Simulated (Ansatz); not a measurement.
SnSe built on the zincblende prototype, relaxed with r2SCAN in Ansatz. It is cubic, F-43m (No. 216); a = 6.728 Å in the conventional setting, 38.07 Å³ an atom. Around Sn lie 4 Se at 2.91 Å; around Se lie 4 Sn at 2.91 Å.

The axes x, y and z are those of this cell:
```
Sn Se
1.0
     0.00000    3.36398    3.36398
     3.36398    0.00000    3.36398
     3.36398    3.36398    0.00000
Sn Se
1 1
Direct
  0.00000 0.00000 0.00000
  0.25000 0.25000 0.25000
```

Unstrained: The HSE06 gap is indirect, 0.304 eV (W to X), below the direct gap of 1.043 eV at X. Meshes: HSE06 4×4×4. Strains are changes of length per length. After each strain the atoms were relaxed again with r2SCAN within the symmetry that the strain leaves, so tilts or polar shifts that break it weren't tested; points keep the names that they have in the unstrained zone. These are computed values for a spin-unpolarised cell that may be hypothetical; none is a measurement.

(1) Estimate what uniaxial +3.72 % along [111], other directions held does to the gap.

Answers

(1) HSE06: the gap goes from 0.304 to 0.458 eV (+0.154 eV); the edges go from W → X to (0.266, -1/2, -0.266) → X.

No spin-orbit coupling is included; it can move band edges with weight on the heavy atoms by tenths of an eV.

Where an edge lies off the special points, it is a point of the mesh or the k point where a search put PBE's edge or least direct gap, reused for the other functionals, whose own edges may lie a little apart.

Coordinates of k points refer to the reciprocal vectors of the primitive cell of the runs.

The meshes of the hybrids are coarse, so their gaps aren't converged to the digits shown.
